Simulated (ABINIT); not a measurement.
Crystal: C.

```xyz
2
Lattice="0.0000 1.7834 1.7834 1.7834 0.0000 1.7834 1.7834 1.7834 0.0000" Properties=species:S:1:pos:R:3 pbc="T T T"
C     2.6751    2.6751    2.6751
C     1.7834    1.7834    1.7834
```

This isn't the form of C at room conditions, which is graphite.

Base run:

| Quantity | Value |
| --- | --- |
| Program | ABINIT 10.8.3 (patched build) |
| Functional | LDA |
| Potentials or basis | PseudoDojo NC SR LDA v0.4.1 standard |
| Cutoff | 1116 eV |
| k mesh | 10 × 10 × 10 |
| Occupations | fermi-dirac, width 0.05 eV |
| Spin | no spin polarisation |

Its results: band gap on the k mesh 4.18 eV, indirect (least direct gap 5.56 eV); pressure -11.1 GPa.

**Question.** The run is repeated on the same cell with these changes: cutoff from 1116 eV to 1007 eV. What comes out?

**Answer.** Band gap on the k mesh 4.18 eV, indirect (least direct gap 5.56 eV); pressure -12.0 GPa.

A k mesh can miss the band edges.

Not every run made on this cell is shown here.
